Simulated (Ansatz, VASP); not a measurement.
**Two plane-wave programs on Cr**

File INCAR:

```
SYSTEM = Cr
PREC     = Accurate       ! precision mode
ENCUT    = 520            ! plane-wave cutoff, eV
EDIFF    = 1E-7           ! SCF threshold, eV
ISMEAR   = 0              ! smearing method
SIGMA    = 0.15           ! smearing width, eV
LREAL    = .FALSE.        ! projectors in reciprocal space
LASPH    = .TRUE.         ! aspherical terms in the spheres
NELM     = 100            ! most SCF steps
ALGO     = Fast           ! electronic algorithm
ISIF     = 2              ! what is computed and relaxed
LWAVE    = .FALSE.        ! write WAVECAR
LCHARG   = .FALSE.        ! write CHGCAR
GGA      = PE             ! functional
NBANDS   = 12             ! bands
```

Contents of KPOINTS:

```
regular mesh
0
G
  26 26 26
  0 0 0
```

Contents of POSCAR:

```
Cr
1.0
   -1.4186886743      1.4186886743      1.4896231080
    1.4186886743     -1.4186886743      1.4896231080
    1.4186886743      1.4186886743     -1.4896231080
Cr
1
Direct
    0.0000000000      0.0000000000      0.0000000000
```

Input for Ansatz:

```yaml
crystal:
  lattice:
    - [-1.4186886743, 1.4186886743, 1.489623108]
    - [1.4186886743, -1.4186886743, 1.489623108]
    - [1.4186886743, 1.4186886743, -1.489623108]
  atoms:
    - { symbol: Cr, position: [0.0, 0.0, 0.0] }
basis:
  ecutwfc: 420
kpoints:
  mp_grid: { grid: [26, 26, 26] }
hamiltonian:
  xc: pbe
scf:
  occupations: { method: gaussian, width: 0.15 }
output:
  forces: true
  stress: true
  eigenvalues: true
  write_density: true
  write_potential: true
  elf: true
  volumetric_format: npy
```

Alike in both runs: task single point; functional PBE; k mesh 26 × 26 × 26; occupations gaussian, width 0.15 eV; no spin polarisation.

|  | VASP | Ansatz |
| --- | --- | --- |
| version | VASP 6.6.1 | Ansatz 0.2.0 |
| potentials or method | VASP PAW PBE potentials, release 64 (Cr_pv) | scalar-relativistic, plane waves, PAW |
| plane-wave cutoff (eV) | 520 | 420 |
| valence electrons in the cell | 12 | 14 |

```csv
,VASP,Ansatz,Ansatz less VASP
gap on the k mesh at the Fermi level (eV),none,none,-
pressure (GPa),-9.0,-8.6,+0.41
largest component of the traceless stress (GPa),9.77,9.83,+0.062
```

A gap of «none» marks a metal or a gap that the smearing closes. The two sets of potentials don't hold the same shells in valence.

Caveats: the run has no spin polarisation, though such a crystal can be magnetic. Spin polarisation is off, so any magnetic state and its effect on volume and gap are missing.
